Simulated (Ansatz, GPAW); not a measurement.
**Cost and result for the equilibrium volume of Si**

**What was measured.** The equilibrium volume of Si (Fd-3m) is reported as 20.02 Å³/atom at 295.65 K (a printed reference work). The runs below try to reproduce it.

```cif
data_structure
_symmetry_space_group_name_H-M 'Fd-3m:1'
_symmetry_Int_Tables_number 227
_cell_length_a 5.4437
_cell_length_b 5.4437
_cell_length_c 5.4437
_cell_angle_alpha 90.000
_cell_angle_beta 90.000
_cell_angle_gamma 90.000
_cell_volume 161.32
loop_
_atom_site_label
_atom_site_type_symbol
_atom_site_symmetry_multiplicity
_atom_site_Wyckoff_symbol
_atom_site_fract_x
_atom_site_fract_y
_atom_site_fract_z
_atom_site_occupancy
Si1 Si 8 a 0.50000 0.00000 0.50000 1
```

```csv
rung,level,program and potentials,cutoff (eV),k mesh,smearing,task,core time,chip,equilibrium volume (Å³/atom),miss,notes
LDA,LDA,"Ansatz, Ansatz PAW",420,8 × 8 × 8,fermi-dirac 0.05,relaxation of cell and atoms,3.1 s,Arm Neoverse V1,19.70,-1.6 %,"potentials made for PBE, which Ansatz adapts in part"
GGA,revPBE,"Ansatz, Ansatz PAW",420,8 × 8 × 8,fermi-dirac 0.05,relaxation of cell and atoms,3.5 s,Arm Neoverse V1,20.72,+3.5 %,"potentials made for PBE, which Ansatz adapts in part"
GGA,RPBE,"Ansatz, Ansatz PAW",420,8 × 8 × 8,fermi-dirac 0.05,relaxation of cell and atoms,3.6 s,Arm Neoverse V1,20.81,+3.9 %,"potentials made for PBE, which Ansatz adapts in part"
GGA,BLYP,"Ansatz, Ansatz PAW",420,8 × 8 × 8,fermi-dirac 0.05,relaxation of cell and atoms,4.3 s,Arm Neoverse V1,21.16,+5.7 %,"potentials made for PBE, which Ansatz adapts in part"
GGA,PBE,"Ansatz, Ansatz PAW",420,8 × 8 × 8,fermi-dirac 0.05,equation of state,4.9 s,Intel Xeon Platinum 8488C Sapphire Rapids,20.46,+2.2 %,-
GGA,PBEsol,"Ansatz, Ansatz PAW",420,8 × 8 × 8,fermi-dirac 0.05,equation of state,5.4 s,Intel Xeon,20.06,+0.2 %,"potentials made for PBE, which Ansatz adapts in part"
meta-GGA,r2SCAN,"Ansatz, Ansatz PAW",500,8 × 8 × 8,fermi-dirac 0.05,equation of state,12 s,Intel Xeon Platinum 8488C Sapphire Rapids,20.17,+0.7 %,"potentials made for PBE, which Ansatz adapts in part"
GGA,BLYP,"GPAW, PAW data sets generated for this functional",600,8 × 8 × 8,fermi-dirac 0.05,equation of state,37 s,Intel Xeon Platinum 8488C Sapphire Rapids,21.19,+5.8 %,-
```

Times are single runs on shared hosts and different chips, so they are rough; meshes, cutoffs and the tasks' sizes weigh on the time. All rows: no spin polarisation. Smearing widths are in eV. Meshes are those of the run's cell of 2 atoms unless a note names another. Relaxations start from the cell shown or near it and stop with a little pressure left. The cell shown, of 20.16 Å³ an atom, is the runs' start and not the measured value. Misses use the values as printed. Runs on faulty files, with rough fits or with known faults for this quantity aren't shown. No row holds spin-orbit coupling.

By rung: LDA 19.70; GGA 20.06 to 21.19; meta-GGA 20.17 (Å³/atom). Measured: 20.02 Å³/atom at 295.65 K (a printed reference work). Closest is PBEsol (+0.2 %), and PBE misses by +2.2 % on plain settings. The runs are for a static lattice, while measurements hold temperature and zero-point motion.
